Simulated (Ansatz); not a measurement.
A plane-wave DFT run in Ansatz 0.2.0 (scalar-relativistic PAW potentials unless the input names others): input and command.

```yaml
crystal:
  lattice:
    - [-5.766100406, -3.3290596215, 6.3046430618]
    - [5.7661004059, -3.3290596216, 6.3046430618]
    - [1.0e-10, 6.6581192431, 6.3046430618]
  atoms:
    - { symbol: Xx, position: [0.5575702827, 0.2175127481, 0.2270718474] }
    - { symbol: Zn, position: [0.5593877117, 0.8833378693, 0.5602560771] }
    - { symbol: Zn, position: [0.2275819632, 0.5513081075, 0.2284533362] }
    - { symbol: Zn, position: [0.8937122166, 0.88122112, 0.226922365] }
    - { symbol: Zn, position: [0.2262212529, 0.2175078658, 0.5584317942] }
    - { symbol: Zn, position: [0.5573806761, 0.5501203532, 0.8945251465] }
    - { symbol: Zn, position: [0.2260563331, 0.8812181557, 0.8945763326] }
    - { symbol: Zn, position: [0.8936562723, 0.5501347282, 0.5582447375] }
    - { symbol: Zn, position: [0.8463141383, 0.1704779114, 0.8471801978] }
    - { symbol: Zn, position: [0.6149460642, 0.6068838992, 0.283985639] }
    - { symbol: Zn, position: [0.6079433332, 0.2739401497, 0.6088343035] }
    - { symbol: Zn, position: [0.2831485098, 0.9386724299, 0.284025165] }
    - { symbol: Zn, position: [0.9449211974, 0.2685235947, 0.298697272] }
    - { symbol: Zn, position: [0.2831136371, 0.6068895793, 0.6158095009] }
    - { symbol: Zn, position: [0.6079629897, 0.9317263335, 0.9509646199] }
    - { symbol: Zn, position: [0.2978140712, 0.2685219633, 0.9457939453] }
    - { symbol: Zn, position: [0.9501004619, 0.9317210839, 0.6088462718] }
    - { symbol: Zn, position: [0.9447856173, 0.6209910141, 0.9456623337] }
    - { symbol: S, position: [0.6837325854, 0.3420587946, 0.348762056] }
    - { symbol: S, position: [0.6858919684, 0.0096915911, 0.6867629998] }
    - { symbol: S, position: [0.351557217, 0.6752705247, 0.3524257659] }
    - { symbol: S, position: [0.0183115924, 0.0073232536, 0.3487421805] }
    - { symbol: S, position: [0.3478780267, 0.3420651164, 0.6846090763] }
    - { symbol: S, position: [0.6836256551, 0.6716196146, 0.0191702007] }
    - { symbol: S, position: [0.3478622689, 0.0073225591, 0.0191851883] }
    - { symbol: S, position: [0.0183005649, 0.6716169958, 0.6845038442] }
    - { symbol: S, position: [0.0346463541, 0.3579307999, 0.0355289455] }
    - { symbol: S, position: [0.740062721, 0.7310374811, 0.4079324796] }
    - { symbol: S, position: [0.7338352259, 0.3998207136, 0.7346974923] }
    - { symbol: S, position: [0.4070990045, 0.0639913192, 0.4079591246] }
    - { symbol: S, position: [0.0743296709, 0.3981234149, 0.4087068405] }
    - { symbol: S, position: [0.4070673941, 0.7310326962, 0.7409280282] }
    - { symbol: S, position: [0.73395765, 0.0577775001, 0.0766240887] }
    - { symbol: S, position: [0.4078281057, 0.3981226395, 0.0751950799] }
    - { symbol: S, position: [0.0757613108, 0.0577820122, 0.7348245492] }
    - { symbol: S, position: [0.0742643323, 0.7312808045, 0.0751310039] }
    - { symbol: H, position: [-0.0363372462, 0.2850711401, -0.0354215051] }
  host:
    lattice:
      - [3.8440669373, 0.0, 0.0]
      - [-1.9220334686, 3.3290596216, 0.0]
      - [0.0, 0.0, 6.3046430618]
    atoms:
      - { symbol: Zn, position: [0.3333333333, 0.6666666667, 0.0002666736] }
      - { symbol: Zn, position: [0.6666666667, 0.3333333333, 0.5002666736] }
      - { symbol: S, position: [0.3333333333, 0.6666666667, 0.3747333264] }
      - { symbol: S, position: [0.6666666667, 0.3333333333, 0.8747333264] }
total_charge: 1
basis:
  ecutwfc: 420
  xc_grid: 2
kpoints:
  mp_grid: { grid: [2, 2, 2], shift: [0.5, 0.5, 0.5] }
hamiltonian:
  xc: pbe
scf:
  occupations: { method: gaussian, width: 0.01 }
  max_iter: 80
output:
  forces: true
  eigenvalues: true
```

```bash
ansatz run input.yaml --threads 4 --pin off --max-ram 10240MiB --backend cpu --events-out ev --progress --plain --runs-dir out
```

**Question.** What will the program do with this input?

**Answer.** The program refuses it, because of an unknown element (crystal.atoms[0].symbol: "Zn" → "Xx"). With the sound run's settings it is accepted.

Abridged log:
```
Error: YAML parse error: error: line 7 column 17: `Xx` is not an element symbol (H … Og, case-exact)
 --> <input>:7:17
  |
5 |     - [0.0, 6.6581192431, 6.3046430618]
6 |   atoms:
7 |     - { symbol: Xx, position: [0.5575702827, 0.2175127481, 0.2270718474] }
  |                 ^ `Xx` is not an element symbol (H … Og, case-exact)
8 |     - { symbol: Zn, position: [0.5593877117, 0.8833378693, 0.5602560771] }
9 |     - { symbol: Zn, position: [0.2275819632, 0.5513081075, 0.2284533362] }
  |
```